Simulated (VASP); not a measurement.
Wanted: the native input for a VASP 6.6.1 run.

| Quantity | Value |
| --- | --- |
| Task | single point |
| Functional | PBE |
| Potentials or basis | VASP PAW PBE potentials, release 64 (In_d, P) |
| Cutoff | 520 eV |
| k mesh | 8 × 8 × 8 |
| Occupations | fermi-dirac, width 0.02 eV |
| Spin | no spin polarisation |
| Dipole correction | no |
| Further INCAR settings | ALGO = Normal; EDIFF = 1e-06; NBANDS = 16 |

The structure of InP lies in POSCAR:

```
InP
1.0
    0.0000000000      2.9537876370      2.9537876370
    3.0084327083      0.0000000000      2.9537876370
    3.0084327083      2.9537876370      0.0000000000
In P
1 1
Direct
    0.0000000000      0.0000000000      0.0000000000
    0.2500000000      0.2500000000      0.2500000000
```

The cell was built by a generator and needn't be a form met in nature.

The cell isn't the ideal one: uniaxial_x strain +1.9%.

These files were run (other wordings do the same):

INCAR

```
  PREC = Accurate
  ENCUT = 520
  EDIFF = 1E-6
  ISMEAR = -1
  SIGMA = 0.02
  LREAL = F
  LASPH = T
  NELM = 80
  ALGO = Normal
  ISIF = 2
  LWAVE = F
  LCHARG = F
  GGA = PE
  NBANDS = 16
```

KPOINTS

```
regular mesh
0
Gamma
  8 8 8
```

Potentials or basis: VASP PAW PBE potentials, release 64 (In_d, P).

Run with:

```bash
$ cat potpaw_PBE.64/In_d/POTCAR potpaw_PBE.64/P/POTCAR > POTCAR
$ mpirun -np 1 vasp_std > vasp.out
```

It gave:

| Quantity | Value |
| --- | --- |
| Pressure | 0.4 GPa |
| Band gap on the k mesh | 0.45 eV, direct |

Caveat: spin-orbit coupling is left out, which moves the levels of the heavy elements.

Wall time 13 s on 1 thread of Intel(R) Xeon(R) 6975P-C (Granite Rapids), with other jobs on the host, peak memory 0.2 GiB.
